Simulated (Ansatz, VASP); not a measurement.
**TiB2 in VASP and in Ansatz**

```xyz
3
Lattice="2.9949 0.0000 0.0000 -1.4975 2.5937 0.0000 0.0000 0.0000 3.1573" Properties=species:S:1:pos:R:3 pbc="T T T"
Ti    0.0000    0.0000    0.0000
B     0.0000    1.7291    1.5786
B     1.4975    0.8646    1.5786
```

Alike in both runs: functional LDA; k mesh 9 × 9 × 6; occupations gaussian, width 0.1 eV; no spin polarisation.

Ansatz relaxed the structure, and its values are those at the end. VASP's run is a single point on that final structure, the one shown.

```csv
,VASP,Ansatz
version,VASP 6.6.1,Ansatz 0.2.0
potentials or method,"VASP PAW LDA potentials, release 64 (Ti_sv, B)","scalar-relativistic, plane waves, PAW"
plane-wave cutoff (eV),520,420
valence electrons in the cell,18,18
```

Ansatz gave:

```
gap on the k mesh at the Fermi level (eV) : none
pressure (GPa)                            : 0.0
```

Question: Which values does VASP return?

Answer: gap on the k mesh at the Fermi level (eV): none; pressure (GPa): 0.5.

A gap of «none» marks a metal or a gap that the smearing closes. Ansatz warned: «pseudo_functional_mismatch».
